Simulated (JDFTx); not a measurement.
The system is Mo.

```
Mo
1.0
    -1.58381    1.58381    1.58381
     1.58381   -1.58381    1.58381
     1.58381    1.58381   -1.58381
Mo
1
Cartesian
  0.0000 0.0000 0.0000
```

* Program: JDFTx 1.7.0 (patched build)
* Task: relaxation of cell and atoms
* Functional: PBEsol
* Potentials or basis: SG15-PBE-1.2 with smoothed tails
* Cutoff: 1088 eV
* Density cutoff: 4354 eV
* k mesh: 6 × 6 × 6
* Occupations: fermi-dirac, width 0.05 eV
* Spin: no spin polarisation

At the start: pressure -9.5 GPa; volume 15.89 Å³/atom.

Where does the relaxation end?

Over 5 steps the energy falls by 17.2 meV/atom and the volume is 15.33 Å³/atom (-3.5 %); space group Im-3m (No. 229, to 0.05 Å).

Step by step:
```csv
step,energy change (eV),largest force (eV/Å),pressure (GPa),volume (Å³)
1,0.0000,0.0000,-9.53,15.89
2,-0.0041,0.0000,-8.39,15.82
3,-0.0172,0.0000,0.10,15.33
4,-0.0172,0.0000,0.01,15.33
5,-0.0172,0.0000,-0.01,15.33
```

Final structure:
```yaml
crystal:
  lattice:
    - [-1.56499, 1.56499, 1.56499]
    - [1.56499, -1.56499, 1.56499]
    - [1.56499, 1.56499, -1.56499]
  atoms:
    - { symbol: Mo, position: [0.00000, 0.00000, 0.00000] }
```

Caveat: the k mesh is coarse (spacing up to 0.47 Å⁻¹), so the values aren't converged; the potentials were made for another functional, which shifts forces and pressure.
